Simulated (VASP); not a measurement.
Method: revPBE GGA, VASP's PBE PAW potentials (set 64) (plane waves; VASP).

VASP input:

File POSCAR:
```
Li3N
1
    3.6097300000     0.0000000000     0.0000000000
   -1.8048650000     3.1261180000     0.0000000000
    0.0000000000     0.0000000000     3.8546400000
Li N
3 1
Direct
 -0.0076790000  -0.0076250000   0.4975700000
  0.3392740000   0.6717230000  -0.0030830000
  0.6686050000   0.3301580000  -0.0028470000
 -0.0002000000   0.0057430000   0.0083590000
```

INCAR:
```
EDIFF  =  1E-03   ! SCF stop (eV)
SYSTEM  =  Li3N
ENCUT  =  400
ISIF  =  2   ! forces and stress, cell fixed
NSW  =  50   ! most ionic steps
EDIFFG  =  -0.03   ! ionic stop
PREC  =  Accurate
LASPH  =  .TRUE.
LWAVE  =  .FALSE.
IBRION  =  2
LREAL  =  .FALSE.   ! projection in real space or not
LCHARG  =  .FALSE.
NELM  =  100   ! most electronic steps
ALGO  =  Normal   ! blocked Davidson
SIGMA  =  0.01   ! width (eV)
ISMEAR  =  0
GGA  =  RE
```

File KPOINTS:
```
Automatic mesh
0
Gamma
11 11 9
0 0 0
```

POTCAR, in this order: Li_sv N (PBE.64 set). Program: vasp_std.

What VASP printed:

### OUTCAR
```
 ion  position               nearest neighbor table
   1  0.992  0.992  0.498-   4 1.89   4 1.97
   2  0.339  0.672  0.997-   3 2.06   4 2.07   4 2.08   3 2.10   3 2.10   4 2.11
   3  0.669  0.330  0.997-   4 2.05   2 2.06   4 2.09   2 2.10   2 2.10   4 2.11
   4  1.000  0.006  0.008-   1 1.89   1 1.97   3 2.05   2 2.07   2 2.08   3 2.09   2 2.11   3 2.11
  LATTYP: Found a hexagonal cell.
 ALAT       =     3.6097300000
 C/A-ratio  =     1.0678471797
 Subroutine PRICEL returns:
 Original cell was already a primitive cell.
 Subroutine GETGRP returns: Found  1 space group operations
The static configuration has the point symmetry C_1 .
The dynamic configuration has the point symmetry C_1 .
 Subroutine INISYM returns: Found  1 space group operations
 Subroutine IBZKPT returns following result:
 Found    545 irreducible k-points:

 Following reciprocal coordinates:
            Coordinates               Weight
  0.000000  0.000000  0.000000      1.000000
  0.090909  0.000000  0.000000      2.000000
  0.000000  0.090909  0.000000      2.000000
 -0.090909  0.090909  0.000000      2.000000
  0.181818  0.000000  0.000000      2.000000
  0.000000  0.181818  0.000000      2.000000
 -0.181818  0.181818  0.000000      2.000000
  0.272727  0.000000  0.000000      2.000000
  0.000000  0.272727  0.000000      2.000000
 -0.272727  0.272727  0.000000      2.000000
  0.363636  0.000000  0.000000      2.000000
  0.000000  0.363636  0.000000      2.000000
 -0.363636  0.363636  0.000000      2.000000
  0.454545  0.000000  0.000000      2.000000
  0.000000  0.454545  0.000000      2.000000
 -0.454545  0.454545  0.000000      2.000000
  0.090909  0.090909  0.000000      2.000000
 -0.090909  0.181818  0.000000      2.000000
 -0.181818  0.090909  0.000000      2.000000
  0.181818  0.090909  0.000000      2.000000
 -0.090909  0.272727  0.000000      2.000000
...
```

**OSZICAR**
```
       N       E                     dE             d eps       ncg     rms          rms(c)
DAV:   1     0.521355957081E+02    0.52136E+02   -0.59151E+03 12014   0.115E+03
DAV:   2    -0.105245602567E+02   -0.62660E+02   -0.58662E+02 16088   0.229E+02
DAV:   3    -0.184976737361E+02   -0.79731E+01   -0.79395E+01 19544   0.730E+01
DAV:   4    -0.190898733034E+02   -0.59220E+00   -0.59174E+00 17378   0.175E+01
DAV:   5    -0.190987995039E+02   -0.89262E-02   -0.89258E-02 16824   0.246E+00    0.998E+00
DAV:   6    -0.150089591530E+02    0.40898E+01   -0.25157E+01 13150   0.229E+01    0.449E+00
DAV:   7    -0.148913693213E+02    0.11759E+00   -0.15019E+00 16882   0.723E+00    0.238E+00
DAV:   8    -0.148298127147E+02    0.61557E-01   -0.33356E-01 14417   0.483E+00    0.118E+00
DAV:   9    -0.148203237560E+02    0.94890E-02   -0.49243E-02 15073   0.145E+00    0.380E-01
DAV:  10    -0.148216371786E+02   -0.13134E-02   -0.42664E-03 14259   0.383E-01    0.884E-02
DAV:  11    -0.148214486255E+02    0.18855E-03   -0.16804E-03  8685   0.209E-01
   1 F= -.14821449E+02 E0= -.14821449E+02  d E =-.148214E+02
       N       E                     dE             d eps       ncg     rms          rms(c)
DAV:   1    -0.148326904264E+02   -0.11053E-01   -0.45948E+00 12005   0.222E+01    0.191E-01
DAV:   2    -0.148355524243E+02   -0.28620E-02   -0.47663E-02 14429   0.221E+00    0.124E-01
DAV:   3    -0.148348667688E+02    0.68566E-03   -0.46922E-03 15757   0.586E-01
   2 F= -.14834867E+02 E0= -.14834867E+02  d E =-.134181E-01
       N       E                     dE             d eps       ncg     rms          rms(c)
DAV:   1    -0.148353930137E+02    0.15941E-03   -0.16991E-01 12188   0.428E+00    0.386E-02
DAV:   2    -0.148354952721E+02   -0.10226E-03   -0.15733E-03 11636   0.422E-01
   3 F= -.14835495E+02 E0= -.14835495E+02  d E =-.140466E-01
       N       E                     dE             d eps       ncg     rms          rms(c)
DAV:   1    -0.148344291190E+02    0.96389E-03   -0.66782E-01 12008   0.850E+00    0.701E-02
DAV:   2    -0.148348686080E+02   -0.43949E-03   -0.70969E-03 15066   0.845E-01
   4 F= -.14834869E+02 E0= -.14834869E+02  d E =-.134200E-01
       N       E                     dE             d eps       ncg     rms          rms(c)
DAV:   1    -0.148353845613E+02   -0.95544E-03   -0.40229E-01 12002   0.650E+00    0.572E-02
DAV:   2    -0.148356267445E+02   -0.24218E-03   -0.40883E-03 13943   0.643E-01
   5 F= -.14835627E+02 E0= -.14835627E+02  d E =-.141781E-01
       N       E                     dE             d eps       ncg     rms          rms(c)
DAV:   1    -0.148362484173E+02   -0.86386E-03   -0.46079E-01 11990   0.782E+00    0.416E-02
DAV:   2    -0.148368190450E+02   -0.57063E-03   -0.61749E-03 13958   0.833E-01
   6 F= -.14836819E+02 E0= -.14836819E+02  d E =-.119230E-02
       N       E                     dE             d eps       ncg     rms          rms(c)
DAV:   1    -0.148368134331E+02   -0.56502E-03   -0.31778E-01 11990   0.649E+00    0.405E-02
DAV:   2    -0.148372122584E+02   -0.39883E-03   -0.45875E-03 14609   0.718E-01
   7 F= -.14837212E+02 E0= -.14837212E+02  d E =-.158551E-02
       N       E                     dE             d eps       ncg     rms          rms(c)
DAV:   1    -0.148371781820E+02   -0.36475E-03   -0.21695E-02 12221   0.170E+00    0.144E-02
DAV:   2    -0.148372047031E+02   -0.26521E-04   -0.31221E-04  6877   0.208E-01
   8 F= -.14837205E+02 E0= -.14837205E+02  d E =-.157796E-02
       N       E                     dE             d eps       ncg     rms          rms(c)
DAV:   1    -0.148372127798E+02   -0.34598E-04   -0.56118E-03 12290   0.852E-01    0.580E-03
DAV:   2    -0.148372177057E+02   -0.49259E-05   -0.54380E-05  6538   0.849E-02
   9 F= -.14837218E+02 E0= -.14837218E+02  d E =-.159096E-02
       N       E                     dE             d eps       ncg     rms          rms(c)
DAV:   1    -0.148372148171E+02   -0.20373E-05   -0.67281E-04  6484   0.301E-01    0.212E-03
DAV:   2    -0.148372175434E+02   -0.27263E-05   -0.27063E-05  6481   0.627E-02
  10 F= -.14837218E+02 E0= -.14837218E+02  d E =-.159080E-02
       N       E                     dE             d eps       ncg     rms          rms(c)
DAV:   1    -0.148373685648E+02   -0.15375E-03   -0.86581E-02 12008   0.331E+00    0.106E-02
DAV:   2    -0.148374291787E+02   -0.60614E-04   -0.61591E-04  8370   0.288E-01
  11 F= -.14837429E+02 E0= -.14837429E+02  d E =-.211635E-03
```

### OUTCAR
```
------------------------ aborting loop because EDIFF is reached ----------------------------------------
  FORCE on cell =-STRESS in cart. coord.  units (eV):
  Direction    XX          YY          ZZ          XY          YZ          ZX
  --------------------------------------------------------------------------------------
  Total       -0.8619670     -0.8687908     -1.1607335     -0.0001664      0.0000983     -0.0000929
  in kB      -31.7495299    -32.0008785    -42.7542400     -0.0061284      0.0036194     -0.0034220
  external PRESSURE =     -35.5015495 kB  Pullay stress =       0.0000000 kB
  volume of cell :       43.50
      direct lattice vectors                 reciprocal lattice vectors
     3.609730000  0.000000000  0.000000000     0.277029030  0.159942779  0.000000000
    -1.804865000  3.126118000  0.000000000     0.000000000  0.319885558  0.000000000
     0.000000000  0.000000000  3.854640000     0.000000000  0.000000000  0.259427599
 POSITION                                       TOTAL-FORCE (eV/Angst)
 -----------------------------------------------------------------------------------
      1.79883      3.11512      1.92692         0.011526      0.022442      0.007996
      0.00142      2.08671      3.85433         0.001956     -0.003217     -0.004772
      1.80632      1.04712      0.00051        -0.001477     -0.022755     -0.001275
      0.00316      0.00328      0.00019        -0.012005      0.003530     -0.001948
 -----------------------------------------------------------------------------------
    total drift:                                0.008665      0.010243      0.006495
  FREE ENERGIE OF THE ION-ELECTRON SYSTEM (eV)
  ---------------------------------------------------
  free  energy   TOTEN  =       -14.8374291787 eV

  energy  without entropy=      -14.8374291787  energy(sigma->0) =      -14.83742918

 reached required accuracy - stopping structural energy minimisation
```
(Selected blocks of OUTCAR.)

### CONTCAR
```
Li3N
   1.00000000000000
     3.6097299999999999    0.0000000000000000    0.0000000000000000
    -1.8048649999999999    3.1261180000000000    0.0000000000000000
     0.0000000000000000    0.0000000000000000    3.8546399999999998
  Li              N
     3     1
Direct
     0.9965698896729293    0.9964810513651178    0.4998952276121467
     0.3341478522662849    0.6675098410499003    0.9999207703052554
     0.6678838431005624    0.3349601464178374    0.0001326111401352
     0.0013984149602234    0.0010479611671474    0.0000503909424652
```

At this cut-off the stress carries a Pulay error, which pulls relaxed volumes low.

The structure comes from a computed database's Li3N entry; how it stands against other phases isn't given here. In the starting cell atoms are displaced from their ideal sites. This run relaxes the ions in a fixed cell. The run is one of a series of settings (EDIFF = 1E-03, EDIFFG = -0.03, IBRION = 2, NSW = 50 against the base run), some of them coarse on purpose.
